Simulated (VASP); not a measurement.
A run of VASP 6.6.1:

INCAR

```
PREC     = Accurate       # precision mode
ENCUT    = 600            # plane-wave cutoff, eV
EDIFF    = 1E-7           # SCF threshold, eV
ISMEAR   = 0              # smearing method
SIGMA    = 0.03           # smearing width, eV
LREAL    = False          # projectors in reciprocal space
LASPH    = True           # aspherical terms in the spheres
NELM     = 80             # most SCF steps
ALGO     = Normal         # electronic algorithm
ISIF     = 3              # what is computed and relaxed
LWAVE    = False          # write WAVECAR
LCHARG   = False          # write CHGCAR
GGA      = PS             # functional
IBRION   = 2              # ionic algorithm
NSW      = 90             # ionic steps
EDIFFG   = -0.005         # ionic threshold
KPAR     = 4
```

KPOINTS

```
Automatic mesh
0
Gamma
  10 10 10
```

POSCAR

```
Sn                                      
1.0
    0.0000000000      3.2685833779      3.2685833779
    3.2685833779      0.0000000000      3.2685833779
    3.2685833779      3.2685833779     -0.0000000000
  Sn            
     2
Direct
     0.0000000000000000    0.0000000000000000    0.0000000000000000
     0.2500000000000000    0.2500000000000000    0.2500000000000000
```

Potentials or basis: VASP PAW PBE potentials, release 64 (Sn_d).

Launch:

```sh
$ cat potpaw_PBE.64/Sn_d/POTCAR > POTCAR
$ mpirun -np 4 vasp_std > vasp.out
```

Hardware: 4 MPI ranks on Intel(R) Xeon(R) Platinum 8259CL CPU @ 2.50GHz (Skylake/Cascade Lake) (shared host).

Estimate the wall time of this run.

Run time: 40 s on 4 MPI ranks on Intel(R) Xeon(R) Platinum 8259CL CPU @ 2.50GHz (Skylake/Cascade Lake), on a shared host, peak memory 0.26 GiB a rank. Counts: scf iterations 12, k points 47, ion steps 1.
